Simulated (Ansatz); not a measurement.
Runs of Ansatz 0.2.0 on Bi2Se3 (Paraguanajuatite). Symmetry: R-3m, No. 166, trigonal system. Conventional cell: a = 4.143 Å, b = 4.143 Å, c = 28.636 Å, α = 90.00°, β = 90.00°, γ = 120.00°. Bi (site symmetry 3m) has 6 Se at 2.85 to 3.07 Å as nearest neighbours. Around Se (site symmetry 3m) lie 3 Bi at 2.85 Å. Around Se (site symmetry -3m) lie 6 Bi at 3.07 Å. 

| level | gap on the mesh (eV) | pressure (GPa) | relaxed volume (Å³/atom) |
| --- | --- | --- | --- |
| PBE+D4 | 0.15 | 0.0 | (b) |
| PBE+D3(BJ)-ATM | 0.19 | 0.0 | (a) |
| PBE+D3(BJ) | 0.16 | 0.0 | 28.20 |
| PBE | 0.69 | 0.0 | 31.62 |

Alike in all rows: task relaxation of cell and atoms; potentials or basis Ansatz PAW; no spin polarisation; cell relaxed; k mesh 8 × 8 × 8; cutoff (eV) 420; smearing fermi-dirac 0.05 eV.

Problem. Fill in the values left out.

Solution. (a) 28.40; (b) 28.14.

Caveats: the plane-wave basis is chosen anew once the cell has moved, so the energies of steps on either side of that aren't comparable; spin-orbit coupling is left out, which as a rule narrows the gap of such compounds by several tenths of an eV.

A k mesh can miss the band edges, and the runs leave out spin-orbit coupling on Bi, Se.
